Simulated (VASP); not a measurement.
Here is a VASP 6.6.1 calculation.

File INCAR:

```
SYSTEM = PbSe
PREC = Accurate
ENCUT = 520
EDIFF = 1E-6
ISMEAR = -1
SIGMA = 0.05
LREAL = .False.
LASPH = .True.
NELM = 60
ALGO = Normal
ISIF = 2
LWAVE = .False.
LCHARG = .False.
GGA = PE
NBANDS = 17
```

The input KPOINTS:

```
regular mesh
0
Gamma
  8 8 8
  0 0 0
```

Contents of POSCAR:

```
PbSe
1.0
    0.0000000000      3.1206779849      3.1206779849
    3.1206779849      0.0000000000      3.1206779849
    3.1206779849      3.1206779849      0.0000000000
Pb Se
1 1
Direct
    0.0000000000      0.0000000000      0.0000000000
    0.5000000000      0.5000000000      0.5000000000
```

Potentials or basis: VASP PAW PBE potentials, release 64 (Pb_d, Se).

Launch:

```bash
$ cat potpaw_PBE.64/Pb_d/POTCAR potpaw_PBE.64/Se/POTCAR > POTCAR
$ mpirun -np 1 vasp_std > vasp.out
```

Problem. Predict the band gap on the k mesh.

Solution. 0.47 eV, direct.

Problem. Predict the pressure.

Solution. -0.5 GPa.

Caveat: spin-orbit coupling is left out, which moves the levels of the heavy elements.

**Measured values to compare with.**

A printed reference work, monograph reports, for a bulk crystal of PbSe at 4.2 K: band gap 0.15 eV (direct).

Measured gap of PbSe: 0.15 eV (direct; 4.2 K; a printed reference work, monograph). This calculation gives 0.47 eV (+0.32 eV). 2 values of this kind are on record (0.15 to 0.28 eV); this one was drawn at random. Spin-orbit coupling on Pb, Se is left out. The value is that of PBE on a finite k mesh, which can miss the band edges, without temperature or zero-point motion.
